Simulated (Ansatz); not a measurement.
# AlN (P6_3mc) in Ansatz: notebook

One crystal, AlN, is run at these levels: PBEsol; tasks: band structure.

Program: Ansatz 0.2.0. These are calculated values, not measurements. Logs are shortened: lines on timing, memory, paths and dates and some standing lists are left out, and cuts for length are marked.

**Measured values to compare with.**

“Structural and optical properties of self-assembled AlN nanowires grown on SiO2/Si substrates by molecular beam epitaxy”, 2024, arxiv:2402.00216 quotes, for a bulk crystal of AlN at 0 K: band gap 6.0343 eV (an exciton energy, a little under the gap).

From “Self-assembly of well-separated AlN nanowires directly on sputtered metallic TiN films”, 2019, arxiv:1910.07391, for a bulk crystal of AlN at 10 K: band gap 6.034 eV (an exciton energy, a little under the gap).

The results are compared with them further down.

### Step 1. The crystal as given

Symmetry: P6_3mc, No. 186, hexagonal system. The conventional cell has a = 3.113 Å, b = 3.113 Å, c = 4.981 Å, α = 90.00°, β = 90.00°, γ = 120.00°. Al (site symmetry 3m) has 4 N at 1.89 Å as nearest neighbours. N (site symmetry 3m) has 4 Al at 1.89 Å as nearest neighbours.

### Step 2. Band structure, PBEsol

Input file input.yaml:

```yaml
crystal:
  lattice:
    - [3.113, 0.0, 0.0]
    - [-1.5565, 2.695937082, 0.0]
    - [0.0, 0.0, 4.981]
  atoms:
    - { symbol: Al, position: [0.6666666667, 0.3333333333, 0.5] }
    - { symbol: Al, position: [0.3333333333, 0.6666666667, 0.0] }
    - { symbol: "N", position: [0.6666666667, 0.3333333333, 0.88] }
    - { symbol: "N", position: [0.3333333333, 0.6666666667, 0.38] }
kpoints:
  mp_grid: { grid: [10, 10, 6] }
  band_path:
    path:
      - [0.0, 0.0, 0.0]
      - [0.5, 0.0, 0.0]
      - [0.3333333333, 0.3333333333, 0.0]
      - [0.0, 0.0, 0.0]
      - [0.0, 0.0, 0.5]
      - [0.5, 0.0, 0.5]
      - [0.3333333333, 0.3333333333, 0.5]
      - [0.0, 0.0, 0.5]
    npoints: 10
scf:
  occupations: { method: fermi_dirac, width: 0.05 }
hamiltonian:
  xc: pbesol
  pseudopotentials: { kind: all_electron, lapw: { basis_error: 0.002 } }
output:
  forces: true
  stress: true
  eigenvalues: true
```

Potentials or basis: all-electron LAPW, scalar-relativistic.

The run is started by

```console
$ ansatz run input.yaml --threads 2 --pin off --max-ram 8192MiB --backend cpu --events-out ev --progress --plain --runs-dir out
```

Log:

```text
Warning: RAYON_NUM_THREADS=2 ignored (pool sized by the plan → 2); use --threads N
LAPW: plane waves up to 9.528 Å⁻¹, error target 2.0e-3 eV per atom; small_component_spin mean_spin; N in spheres of 0.909 Å, 7 of its electrons in bands, Dirac shells []; Al in spheres of 0.984 Å, 11 of its electrons in bands, Dirac shells [] (how accurate: hamiltonian.pseudopotentials.lapw.basis_error, Limitations)
Engine: ansatz 0.2.0, x86_64-unknown-linux-gnu
Pseudopotentials: kind: all_electron
Pseudopotential: Al, LAPW, valence charge 11, lapw/all_electron/scalar/gaussian/Al, Koelling and Harmon's equation, gaussian nucleus
Pseudopotential: N, LAPW, valence charge 7, lapw/all_electron/scalar/gaussian/N, Koelling and Harmon's equation, gaussian nucleus
Functional definition: PBEsol
  exchange = pbesol_x
  correlation = pbesol_c
Crystal: 4 atoms, lattice volume = 41.803 Å³
Basis set: ecut = 345.85617163801294 eV, 615 PW (Γ), exchange–correlation at level 2
Bands: 22, of which v1, the nominal top of the filled ones, is band 18 counted from 1 (17 counted from 0)
Symmetry: 12 space group operations
Space group: P63mc (ITA 186), of the structure as read, at distance tolerance 3.5e-5 Å
k-points: 56 of 600 (time reversal used)
Non-local potential: Al, projectors of the file, none
Non-local potential: N, projectors of the file, none
Initial density: superposition of atomic densities (chi_scale 0.1, normalization cell, long waves kept (reshape's long-wave potential 0.00 eV rms))
Initial wavefunctions: plane waves of lowest kinetic energy (no species holds an atomic orbital)
Functional: x = pbesol(κ = 0.804, μ = 0.12345679012345678), c = pbesol(β = 0.046)
iter 1 solved again at ethr=2.96e-2 eV; its pass at ethr=1.00e-1 eV (dr2=1.06e1 eV) is discarded
SCF iter   1: F=—  HF=-16168.875523 eV  |F-HF|=—  |Δ(HF+E_count)|=         —  Δρ=1.46e-1  dr2=1.06e1  ethr=2.96e-2  ⟨swp⟩=2.0  Hψ=8448  notcnv=0
preconditioner: auto → Resta (q_TF=auto, 2.661 Å⁻¹)  ε∞=3.5  [insulator: Δε(μ)=5.884 eV  Ē_g=14.563 eV  σ=0.050 eV  W_gap=1.00  n_scr=22 (ndim 8)  ℏωp=23.0 eV  f_vac=0.000  D(μ)=0.00/eV (n_scr^D=0)  ε∞_Penn≈3.5]
iter 2 solved again at ethr=1.19e-3 eV; its pass at ethr=2.96e-2 eV (dr2=4.29e-1 eV) is discarded
SCF iter   2: F=—  HF=-16164.399666 eV  |F-HF|=—  |Δ(HF+E_count)|=    4.48e0  Δρ=3.39e-2  dr2=4.27e-1  ethr=1.19e-3  ⟨swp⟩=2.1  Hψ=6593  notcnv=0  defer=1
SCF iter   3: F=—  HF=-16164.313784 eV  |F-HF|=—  |Δ(HF+E_count)|=         —  Δρ=2.60e-2  dr2=3.37e-1  ethr=1.19e-3  ⟨swp⟩=2.0  Hψ=3751  notcnv=0
the basis was enlarged: its passes take 304.5 KiB over the memory plan, 2 of 2 planned eigensolver slots
SCF iter   4: F=—  HF=-16164.267255 eV  |F-HF|=—  |Δ(HF+E_count)|=   4.65e-2  Δρ=7.76e-3  dr2=2.48e-2  ethr=9.35e-4  ⟨swp⟩=2.0  Hψ=3640  notcnv=0
SCF iter   5: F=—  HF=-16164.262609 eV  |F-HF|=—  |Δ(HF+E_count)|=   4.65e-3  Δρ=1.59e-3  dr2=1.14e-3  ethr=6.90e-5  ⟨swp⟩=2.0  Hψ=3528  notcnv=0
SCF iter   6: F=—  HF=-16164.262582 eV  |F-HF|=—  |Δ(HF+E_count)|=   2.73e-5  Δρ=3.14e-4  dr2=5.66e-5  ethr=3.15e-6  ⟨swp⟩=2.0  Hψ=3528  notcnv=0
SCF iter   7: F=—  HF=-16164.262594 eV  |F-HF|=—  |Δ(HF+E_count)|=   1.29e-5  Δρ=2.42e-5  dr2=2.60e-7  ethr=1.57e-7  ⟨swp⟩=3.0  Hψ=3766  notcnv=0
SCF iter   8: F=-16164.262595 eV  HF=-16164.262595 eV  |F-HF|=3.97e-9  |Δ(HF+E_count)|=   2.69e-8  Δρ=5.35e-6  dr2=1.18e-8  ethr=7.23e-10  ⟨swp⟩=3.0  Hψ=3668  notcnv=0
SCF 1 converged in 8 iterations: F = -16164.262595 eV  dr2 = 1.18e-8
NSCF: frozen V_eff on 71 k-points
SCF converged after 8 iterations
Free energy (F): -16164.262595 eV
Harris-Foulkes:  -16164.262595 eV  (|F-HF|=3.97e-9)
Internal energy: -16164.262595 eV  (E = F + TS)
E sigma→0 (E₀):  -16164.262595 eV
Fermi energy:    10.654335 eV
--- Per-component energies (eV) ---
  E_band       = -2406.735490
  E_kinetic    = 16178.818182
  E_xc         = -1356.138578
  E_electrostatic = -30986.942199  (all electrons and nuclei)
  E_smearing   = -0.000000  (= −TS)
  E_closure    = 0.000000  (closes the sum)
  E_atoms      = -16132.961984  (free atoms, spherical and without spin; not in F)
  Σ components = -16164.262595   (vs F -16164.262595, Δ=0.00e0)
  Basis errors (estimates in eV, not in F): energy 9.8e-4 per atom: plane waves 8.9e-4 (5.5e-4 summed), levels above the bands 8.9e-74, relativity 6.8e-9, radial functions 8.9e-5, core shells 5.8e-12; eigenvalues (radial functions only) 1.1e-5; not estimated: angular momenta, meshes, grids; target (lapw.basis_error) 2.0e-3; muffin-tin radii N 0.909 Å, Al 0.984 Å
--- Forces (eV/Å), atoms counted from 1 ---
  atom   1  Al     0.00000000     0.00000000    -0.12997822
  atom   2  Al     0.00000000    -0.00000000    -0.12997822
  atom   3  N     -0.00000000     0.00000000     0.12997681
  atom   4  N      0.00000000    -0.00000000     0.12997681
  max |Σ_I F_I| component: 2.83e-6 eV/Å
--- Stress (GPa, compression-positive) ---
       -0.383743      -0.000000       0.000000
       -0.000000      -0.383743       0.000000
        0.000000       0.000000       1.101178
  P = ⅓ Tr σ = 0.1112 GPa (1.112 kbar)
--- Band table (eV; the first three rows and the last of 56) ---
  k-point 0: bands = ["-363.5470", "-363.5470", "-91.5899", "-91.5889", "-53.2835", "-53.2723", "-53.2684", "-53.2684", "-53.2664", "-53.2664", "-6.5884", "-4.3999", "2.5145", "7.7150", "7.7150", "8.3721", "8.3721", "8.5512", "12.6944", "15.1192", "19.0579", "19.6016"]
  k-point 1: bands = ["-363.5470", "-363.5470", "-91.5898", "-91.5889", "-53.2828", "-53.2731", "-53.2682", "-53.2682", "-53.2665", "-53.2665", "-6.4806", "-4.6131", "2.8910", "7.7566", "7.7566", "7.9451", "8.3257", "8.3257", "13.1876", "15.1865", "18.8840", "19.5684"]
  k-point 2: bands = ["-363.5470", "-363.5470", "-91.5896", "-91.5891", "-53.2807", "-53.2751", "-53.2679", "-53.2679", "-53.2669", "-53.2669", "-6.1678", "-5.1180", "3.8752", "6.6494", "7.8721", "7.8721", "8.2006", "8.2006", "14.1348", "15.2496", "18.6074", "19.6014"]
  k-point 55: bands = ["-363.5470", "-363.5470", "-91.5888", "-91.5888", "-53.2789", "-53.2789", "-53.2723", "-53.2723", "-53.2711", "-53.2711", "-4.0346", "-4.0346", "3.6072", "3.6072", "4.8841", "4.8841", "7.7361", "7.7361", "15.5261", "15.5261", "16.7031", "16.7031"]
```

Wall time 36 s (2 threads of Intel Xeon at 2.50GHz (Skylake/Cascade Lake), shared host); peak memory 0.4 GiB.

What came out:

```
Free energy             : -16164.2626 eV
Pressure                : 0.1 GPa
Largest force           : 0.130 eV/Å
Band gap on the k mesh  : 4.14 eV, direct
Band gap along the path : 4.14 eV, direct
```

Forces on the atoms (eV/Å):
```
Al   0.000  0.000 -0.130
Al   0.000  0.000 -0.130
N    0.000  0.000  0.130
N    0.000  0.000  0.130
```

Levels at the corners of the path, in eV from the valence-band top:
```tsv
point	band 14	band 15	band 16	band 17	band 18	band 19	band 20	band 21	band 22
Γ	-0.84	-0.84	-0.18	-0.18	0.00	4.14	6.57	10.51	11.05
M	-4.17	-3.37	-2.08	-1.80	-0.66	5.69	5.69	8.10	10.20
K	-3.79	-3.79	-2.45	-2.40	-2.40	4.90	8.26	9.60	9.60
Γ	-0.84	-0.84	-0.18	-0.18	0.00	4.14	6.57	10.51	11.05
A	-3.35	-0.52	-0.52	-0.52	-0.52	6.38	6.38	10.23	10.23
L	-5.63	-1.45	-1.45	-1.37	-1.37	5.20	5.20	9.17	9.17
H	-4.86	-3.88	-3.88	-0.79	-0.79	7.31	7.31	7.75	7.75
A	-3.35	-0.52	-0.52	-0.52	-0.52	6.38	6.38	10.23	10.23
```

### Step 3. Band structure, PBEsol

Edit input.yaml of step 2 so:

```diff
@@ -27,3 +27,6 @@
   xc: pbesol
-  pseudopotentials: { kind: all_electron, lapw: { basis_error: 0.002 } }
+  pseudopotentials:
+    kind: all_electron
+    lapw: { basis_error: 0.002 }
+    relativity: none
 output:
```

Potentials or basis: all-electron LAPW, non-relativistic.

The run is started by

```console
$ ansatz run input.yaml --threads 2 --pin off --max-ram 8192MiB --backend cpu --events-out ev --progress --plain --runs-dir out
```

Run time: 34 s. Hardware: 2 threads of Intel Xeon at 2.50GHz (Skylake/Cascade Lake), shared host; peak memory 0.39 GiB.

Results (log left out):

| Property | Result |
| --- | --- |
| Free energy | -16137.7236 eV |
| Pressure | 0.3 GPa |
| Largest force | 0.132 eV/Å |
| Band gap on the k mesh | 4.18 eV, direct |
| Band gap along the path | 4.18 eV, direct |

Forces in eV/Å, atoms in the order of the input:
```
Al   0.000  0.000 -0.132
Al   0.000  0.000 -0.132
N    0.000  0.000  0.132
N    0.000  0.000  0.132
```

Stress tensor (GPa, compression positive):
```
-0.19  0.00  0.00
 0.00 -0.19  0.00
 0.00  0.00  1.26
```

Levels at the corners of the path, in eV from the valence-band top:
```csv
point,band 16,band 17,band 18,band 19,band 20,band 21
Γ,-0.18,-0.18,0.00,4.18,6.61,10.51
M,-2.08,-1.80,-0.66,5.69,5.71,8.14
K,-2.45,-2.40,-2.40,4.90,8.26,9.60
Γ,-0.18,-0.18,0.00,4.18,6.61,10.51
A,-0.52,-0.52,-0.52,6.41,6.41,10.24
L,-1.45,-1.36,-1.36,5.21,5.21,9.19
H,-3.88,-0.79,-0.79,7.31,7.31,7.76
A,-0.52,-0.52,-0.52,6.41,6.41,10.24
```

### Step 4. Band structure, PBEsol

Edit input.yaml of step 3 so:

```diff
@@ -27,6 +27,3 @@
   xc: pbesol
-  pseudopotentials:
-    kind: all_electron
-    lapw: { basis_error: 0.002 }
-    relativity: none
+  pseudopotentials: { kind: all_electron, datasets: crystal }
 output:
```

Potentials or basis: all-electron PAW datasets made for the crystal.

The run is started by

```console
$ ansatz run input.yaml --threads 2 --pin off --max-ram 8192MiB --backend cpu --events-out ev --progress --plain --runs-dir out
```

Run time: 33 s. Hardware: 2 threads of Intel Xeon at 2.50GHz (Skylake/Cascade Lake), shared host; peak memory 0.6 GiB.

Results (log left out):

```yaml
Free_energy: -16164.2654 eV
Pressure: 0.1 GPa
Largest_force: 0.130 eV/Å
Band_gap_on_the_k_mesh: 4.14 eV, direct
Band_gap_along_the_path: 4.14 eV, direct
```

Forces in eV/Å, atoms in the order of the input:
```
Al   0.000  0.000 -0.130
Al   0.000  0.000 -0.130
N    0.000  0.000  0.130
N    0.000  0.000  0.130
```

Stress tensor (GPa, compression positive):
```
-0.39  0.00  0.00
 0.00 -0.39  0.00
 0.00  0.00  1.09
```

Levels at the corners of the path, in eV from the valence-band top:
```
point  band 5  band 6  band 7  band 8  band 9  band 10  band 11  band 12
    Γ   -0.84   -0.18   -0.18    0.00    4.14     6.57    10.51    11.05
    M   -3.37   -2.08   -1.80   -0.66    5.69     5.69     8.10    10.20
    K   -3.79   -2.45   -2.40   -2.40    4.90     8.26     9.60     9.60
    Γ   -0.84   -0.18   -0.18    0.00    4.14     6.57    10.51    11.05
    A   -0.52   -0.52   -0.52   -0.52    6.38     6.38    10.23    10.23
    L   -1.45   -1.45   -1.37   -1.37    5.20     5.20     9.17     9.17
    H   -3.88   -3.88   -0.79   -0.79    7.31     7.31     7.75     7.75
    A   -0.52   -0.52   -0.52   -0.52    6.38     6.38    10.23    10.23
```

### Step 5. The runs side by side

```csv
potentials or basis,cutoff (eV),basis error allowed,gap on the mesh (eV),pressure (GPa),largest force (eV/Å)
"all-electron LAPW, scalar-relativistic",346,0.002 eV/atom,4.14,0.1,0.13
"all-electron LAPW, non-relativistic",346,0.002 eV/atom,4.18,0.3,0.13
all-electron PAW datasets made for the crystal,360,-,4.14,0.1,0.13
```

Alike in all rows: task band structure; level PBEsol; no spin polarisation; cell as given; k mesh 10 × 10 × 6; smearing fermi-dirac 0.05 eV.

Compare energies only between runs with the same functional and basis.

### Step 6. Comparison with measurements

Step 2. A measured gap of AlN is 6.0343 eV (an exciton energy, a little under the gap; 0 K; quoted in “Structural and optical properties of self-assembled AlN nanowires grown on SiO2/Si substrates by molecular beam epitaxy”, 2024, arxiv:2402.00216); the calculated 4.14 eV misses it by -1.89 eV. 2 values of this kind are on record (6.034 to 6.0343 eV); this one was drawn at random. The value is that of PBEsol, without temperature or zero-point motion. Semilocal functionals fall short of measured gaps as a rule.

Step 3. Measured gap of AlN: 6.034 eV (an exciton energy, a little under the gap; 10 K; quoted in “Self-assembly of well-separated AlN nanowires directly on sputtered metallic TiN films”, 2019, arxiv:1910.07391). This calculation gives 4.18 eV (-1.85 eV). 2 values of this kind are on record (6.034 to 6.0343 eV); this one was drawn at random. The value is that of PBEsol, without temperature or zero-point motion. Semilocal functionals fall short of measured gaps as a rule.

Step 4. A measured gap of AlN is 6.034 eV (an exciton energy, a little under the gap; 10 K; quoted in “Self-assembly of well-separated AlN nanowires directly on sputtered metallic TiN films”, 2019, arxiv:1910.07391); the calculated 4.14 eV misses it by -1.89 eV. 2 values of this kind are on record (6.034 to 6.0343 eV); this one was drawn at random. The value is that of PBEsol, without temperature or zero-point motion. Semilocal functionals fall short of measured gaps as a rule.
